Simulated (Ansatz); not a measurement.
LiI: tensor shear ε_yz = −1.42 %

The parent structure is LiI in the rock salt structure (space group Fm-3m, No. 225; a = 6.018 Å). Axes: x, y, z lie along the cube axes.

The change: tensor shear ε_yz = −1.42 % (engineering shear γ = -0.0284); the atoms relax in the strained cell.

The values are results of plane-wave PAW DFT at the r2SCAN level (Ansatz, a program for electronic structure, 500 eV), no SOC, not measurements. k-mesh 10×10×10 (Γ-centred); smearing 0.05 eV (Fermi–Dirac).

The space group changes from Fm-3m (No. 225) to Immm (No. 71) and the shortest interatomic distance remains 3.009 Å. The energy goes up by 1.1 meV/atom and the pressure (mean of the normal stresses, compression positive) is nearly the same (0.01 GPa against 0.02 GPa). The band gap shrinks by 0.11 eV to 4.89 eV and the gap character comes out as indirect, Γ → X. The smallest direct gap shrinks by 0.10 eV, from 5.13 eV to 5.03 eV and the stress (xx, yy, zz, yz, xz, xy; compression positive) comes out as (0.00, 0.03, 0.03, 0.44, 0.00, 0.00) GPa.

Final structure:

```
LiI
1.0
    0.00000     2.96636     2.96636
    3.00909    -0.04273     3.00909
    3.00909     3.00909    -0.04273
I Li
1 1
Cartesian
  0.00000   0.00000   0.00000
  3.00909   2.96636   2.96636
```

With I present, leaving out spin-orbit coupling can change the band edges. Stability against distortions was not tested. Labels are those of the standard path for the cell's own space group.
